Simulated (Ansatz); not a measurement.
Wanted: the native input for an Ansatz 0.2.0 run.

```
Task                : single point
Functional          : LDA
Potentials or basis : all-electron LAPW, scalar-relativistic
Cutoff              : 200 eV (chosen from the basis error)
Basis error allowed : 0.001 eV/atom
k mesh              : 10 × 10 × 6
Occupations         : gaussian, width 0.1 eV
Spin                : no spin polarisation
```

Crystal: Ge.

```
Ge
1.0
     1.48805   -2.59469    0.00000
     1.48805    2.59469    0.00000
     0.00000    0.00000    4.72760
Ge
2
Direct
  0.33345 0.66655 0.25000
  0.66655 0.33345 0.75000
```

This isn't the form of Ge at room conditions, which is diamond.

These files were run (other wordings do the same):

input.yaml

```yaml
crystal:
  lattice:
    - [1.488052925, -2.59468961, 0.0]
    - [1.488052925, 2.59468961, 0.0]
    - [0.0, 0.0, 4.72759579]
  atoms:
    - { symbol: Ge, position: [0.33344663, 0.66655337, 0.25] }
    - { symbol: Ge, position: [0.66655337, 0.33344663, 0.75] }
kpoints:
  mp_grid: { grid: [10, 10, 6] }
scf:
  occupations: { method: gaussian, width: 0.1 }
hamiltonian:
  xc: lda
  pseudopotentials: { kind: all_electron, lapw: { basis_error: 0.001 } }
output:
  forces: true
  stress: true
  eigenvalues: true
```

Potentials or basis: all-electron LAPW, scalar-relativistic.

The run is started by

```sh
$ ansatz run input.yaml --threads 1 --pin off --max-ram 3072MiB --backend cpu --events-out ev --progress --plain --runs-dir out
```

It gave:

- Pressure: -1.2 GPa
- Band gap on the k mesh: none (metal or under the smearing width)

Wall time 18 s on 1 thread of Intel(R) Xeon(R) Processor @ 2.70GHz (shared host), peak memory 0.41 GiB.
